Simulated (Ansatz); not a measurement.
The cell is the one relaxed in the Materials Project (mp-6986), not relaxed further here; entries there can be hypothetical. The listed cell was then made from it by scaling, straining or moving an atom.

An input for Ta: DFT, r2SCAN, PAW with Ansatz's default frozen-core files, scalar-relativistic (Ansatz 0.2.0). The PAW files were made with PBE; their cores are remade for this functional.

Command: `ansatz run input.yaml --threads 1 --pin off --max-ram 2048MiB --backend cpu --events-out ev --progress --plain --runs-dir out` The run took about 5.3 s on 1 thread of a shared machine.

```yaml
crystal:
  lattice:
    - [0.0, 2.1201070597, 2.1201070597]
    - [2.1201070597, 0.0, 2.1201070597]
    - [2.1201070597, 2.1201070597, 0.0]
  atoms:
    - { symbol: Ta, position: [0.0, 0.0, 0.0] }
kpoints:
  mp_grid: { grid: [14, 14, 14] }
scf:
  occupations: { method: fermi_dirac, width: 0.08 }
hamiltonian:
  xc: r2scan
  pseudopotentials: { kind: paw }
output:
  forces: true
  stress: true
  eigenvalues: true
  efg: { contact_densities: true }
```

Set-up and iterations as logged by Ansatz (the results part is left out, to be predicted):

```
Engine: ansatz 0.2.0
Pseudopotentials: kind: paw
Pseudopotential: Ta, paw, valence charge 13, recommended cutoff 500 eV (meta_gga)
Functional definition: r2SCAN
  parameter k0 = 0.174
  parameter k1 = 0.065
  parameter a1 = 4.9479
  exchange = r2scan_x(k0 = k0, k1 = k1, a1 = a1)
  correlation = r2scan_c
Crystal: 1 atoms, lattice volume = 19.059 Å³
Basis set: ecut = 500 eV, 531 PW (Γ), exchange–correlation on 96×96×96 points (64 copies of the dense FFT grid, shifted against one another)
Bands: 11, of which v1, the nominal top of the filled ones, is band 7 counted from 1 (6 counted from 0)
Symmetry: 48 space group operations
Space group: Fm-3m (ITA 225), of the structure as read, at distance tolerance 2.7e-5 Å
k-points: 104 of 2744
Non-local potential: Ta, projectors of the file, l = 0: 3, l = 1: 2, l = 2: 2, l = 3: 1
PAW form: soft (Blöchl's): semilocal exchange-correlation on the pseudo side does not see the compensation charge
PAW frozen core: Ta, regenerated for the run's functional (the file was generated under x = pbe(κ = 0.804, μ = 0.2195149727645171), c = pbe(β = 0.06672455060314922))
PAW one-centre angular grid: Ta, 590 points (default); XC on 160 Gauss nodes
Initial density: superposition of atomic densities (neutral atoms: chi_scale 0, normalization atom), corrected by the library's trained network
Initial wavefunctions: pseudopotential atomic-orbital guess
Functional: x = r2scan, c = r2scan; τ floored in thin density (d = 2e-4 eV/Å³)
SCF iter   1: F=—  HF=-9944.063113 eV  |F-HF|=—  |Δ(HF+E_count)|=         —  Δρ=6.79e-3  dr2=2.76e-3  dr2_τ=1.51e-2  ethr=1.77e-3  ⟨swp⟩=5.8  Hψ=6937  notcnv=0
SCF iter   2: F=—  HF=-9944.079785 eV  |F-HF|=—  |Δ(HF+E_count)|=   1.67e-2  Δρ=4.22e-3  dr2=1.17e-3  dr2_τ=3.10e-4  ethr=2.12e-5  ⟨swp⟩=2.8  Hψ=3079  notcnv=0  defer=1
SCF iter   3: F=—  HF=-9944.080810 eV  |F-HF|=—  |Δ(HF+E_count)|=   1.03e-3  Δρ=1.17e-3  dr2=1.15e-4  dr2_τ=5.09e-5  ethr=9.04e-6  ⟨swp⟩=2.0  Hψ=1714  notcnv=0  defer=1
SCF iter   4: F=—  HF=-9944.080890 eV  |F-HF|=—  |Δ(HF+E_count)|=   8.06e-5  Δρ=3.26e-4  dr2=8.91e-6  dr2_τ=1.77e-6  ethr=8.86e-7  ⟨swp⟩=2.0  Hψ=1705  notcnv=0  defer=1
SCF iter   5: F=—  HF=-9944.080894 eV  |F-HF|=—  |Δ(HF+E_count)|=   4.21e-6  Δρ=7.79e-5  dr2=5.36e-7  dr2_τ=8.10e-8  ethr=6.85e-8  ⟨swp⟩=2.0  Hψ=1572  notcnv=0  defer=1
SCF iter   6: F=-9944.080895 eV  HF=-9944.080895 eV  |F-HF|=4.84e-10  |Δ(HF+E_count)|=   2.25e-7  Δρ=4.49e-6  dr2=1.64e-9  dr2_τ=6.94e-11  ethr=7.69e-10  ⟨swp⟩=5.9  Hψ=5494  notcnv=0
```

Spin polarisation is left out, and whether a magnetic state lies lower isn't shown here.

Task: What pressure will this run report?

Result: -4.37 GPa (positive in compression).
